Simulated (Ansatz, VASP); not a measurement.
## ZrS2: VASP beside Ansatz

Contents of INCAR:

```
SYSTEM = ZrS2
  ALGO = Normal
  EDIFF = 1E-7
  ENCUT = 520
  GGA = PE
  ISIF = 2
  ISMEAR = -1
  LASPH = .TRUE.
  LCHARG = .TRUE.
  LELF = .TRUE.
  LREAL = .FALSE.
  LVHAR = .TRUE.
  LWAVE = .FALSE.
  NBANDS = 19
  NELM = 60
  PREC = Accurate
  SIGMA = 0.05
```

Contents of KPOINTS:

```
k-points
0
G
  8 8 5
  0 0 0
```

The input POSCAR:

```
ZrS2
1.0
    3.6913825498      0.0000000000      0.0000000000
   -1.8456912749      3.1968310632      0.0000000000
    0.0000000000      0.0000000000      6.0410770100
Zr S
1 2
Direct
    0.0000000000      0.0000000000      0.0000000000
    0.3333333333      0.6666666667      0.2379099700
    0.6666666667      0.3333333333      0.7620900300
```

input.yaml

```yaml
crystal:
  lattice:
    - [3.6913825498, 0.0, 0.0]
    - [-1.8456912749, 3.1968310632, 0.0]
    - [0.0, 0.0, 6.04107701]
  atoms:
    - { symbol: Zr, position: [0.0, 0.0, 0.0] }
    - { symbol: S, position: [0.3333333333, 0.6666666667, 0.23790997] }
    - { symbol: S, position: [0.6666666667, 0.3333333333, 0.76209003] }
hamiltonian:
  xc: pbe
  pseudopotentials: { kind: paw }
kpoints:
  mp_grid: { grid: [8, 8, 5] }
scf:
  occupations: { method: fermi_dirac, width: 0.05 }
output:
  forces: true
  stress: true
  eigenvalues: true
```

The cell is a database's computed one.

Alike in both runs: task single point; functional PBE; k mesh 8 × 8 × 5; occupations fermi-dirac, width 0.05 eV; no spin polarisation.

```csv
,VASP,Ansatz
version,VASP 6.6.1,Ansatz 0.2.0
potentials or method,"VASP PAW PBE potentials, release 64 (Zr_sv, S)",Ansatz PAW
plane-wave cutoff (eV),520,420
valence electrons in the cell,24,24
```

Ansatz gave:

```
gap on the k mesh at the Fermi level (eV)       : 1.05
least direct gap on the mesh (eV)               : 1.64
pressure (GPa)                                  : 0.5
largest component of the traceless stress (GPa) : 0.71
rms of the force components (eV/Å)              : 0.021
```

Task: Estimate VASP's values.

Result: gap on the k mesh at the Fermi level (eV): 1.06; least direct gap on the mesh (eV): 1.64; pressure (GPa): 0.5; largest component of the traceless stress (GPa): 0.74; rms of the force components (eV/Å): 0.024.

Atom by atom the forces differ by 0.003 eV/Å (rms over components). With one functional, cell and mesh, what is left measures potentials, basis and numerics.

Caveats: this functional lacks dispersion, which binds the layers, so the pressure and a relaxed spacing across them are unreliable; an odd mesh through Γ misses points on the zone boundary, where band edges often lie (VASP); odd divisions of the mesh miss points on the zone boundary, where band edges often lie, so the gap on the mesh can be too wide (Ansatz). As with any semilocal functional, this PBE gap is likely too small.
